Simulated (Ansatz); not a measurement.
# Al under changes of volume

One of the cells (16.116 Å³/atom); the others are scaled copies at fixed shape and fractional positions:

```
Al
1.0
    -1.59122    1.59122    1.59122
     1.59122   -1.59122    1.59122
     1.59122    1.59122   -1.59122
Al
1
Direct
  0.00000 0.00000 0.00000
```

This isn't the form of Al at room conditions, which is fcc.

| Property | Result |
| --- | --- |
| Program | Ansatz 0.2.0 |
| Functional | PBEsol |
| Potentials or basis | Ansatz PAW |
| Cutoff | 420 eV (not typed: the program's choice for these potentials) |
| k mesh | 12 × 12 × 12 |
| Occupations | fermi-dirac, width 0.05 eV |
| Spin | no spin polarisation |

```csv
volume (Å³/atom),energy over the lowest point (meV/atom),pressure (GPa)
15.149,?,?
15.471,19.09,5.9
15.793,9.24,4.0
16.116,2.98,2.2
16.438,0.00,0.7
16.760,0.06,-0.7
17.083,2.87,-2.0
```

**Question.** What does the run at 15.149 Å³/atom give?

**Answer.** Energy over the lowest point 32.92 meV/atom; pressure 8.0 GPa.

Worked out: A Birch-Murnaghan fit of order 3 (a polynomial in V^(-2/3)) to the other rows has its minimum at 16.59 Å³/atom with B0 = V·E''(V) = 74 GPa and B' = 3.5. It gives 32.86 meV/atom at 15.149 Å³/atom, against the run's 32.92, and -dE/dV = 7.9 GPa, against 8.0.

Energies are extrapolated to zero smearing.

Caveats: the PAW data sets come from PBE, with cores solved anew for the run's functional, which leaves a small shift of forces and pressure.
